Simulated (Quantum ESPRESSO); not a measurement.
TaN:

```
Ta N
1.0
     0.00000    2.21132    2.21132
     2.21132    0.00000    2.21132
     2.21132    2.21132    0.00000
Ta N
1 1
Direct
  0.50000 0.50000 0.50000
  0.00000 0.00000 0.00000
```

The cell comes from a database or a generator and needn't be the stable form of this composition.

```yaml
Program: Quantum ESPRESSO 7.5
Task: phonons
Functional: LDA
Potentials_or_basis: PseudoDojo 0.4.1 SR LDA standard
Cutoff: 1143 eV
Density_cutoff: 4572 eV
k_mesh: 7 × 7 × 7
Occupations: gaussian, width 0.272 eV
Spin: collinear spin, ferromagnetic start
Starting_moments: "[0.5, 0.0] μB"
Form_of_the_LDA_correlation: PW92
Most_SCF_iterations: 120
SCF_threshold: 4e-10 Ry
Mixing_beta: 0.7
```

The cell and the atoms were relaxed first, to 10.19 Å³/atom (a = 3.066 Å, b = 3.066 Å, c = 3.066 Å, α = 60.00°, β = 60.00°, γ = 60.00°), and the response was taken there.

At Γ the optical frequencies are 379 379 379 cm⁻¹, at a pressure of 0.0 GPa.

Question: How do the modes respond when the cell is scaled evenly, at fixed shape?

Answer: The highest mode has a Grüneisen parameter of 3.38 and moves by +3.4 cm⁻¹ per GPa. None of the listed modes softens on compression. The pressures give a bulk modulus of about 378 GPa.

Frequencies at 99 % and 101 % of the volume (pressures 3.9 and -3.7 GPa), ions relaxed:
| mode | 99 % (cm⁻¹) | 101 % (cm⁻¹) | Grüneisen parameter |
| --- | --- | --- | --- |
| 4 | 392.2 | 366.6 | 3.38 |
| 5 | 392.2 | 366.6 | 3.38 |
| 6 | 392.2 | 366.6 | 3.38 |

Modes are matched by their order; those that don't vary smoothly over the three volumes are left out.

Caveat: the k mesh is coarse; the mesh is thin for the phonons of a metal.
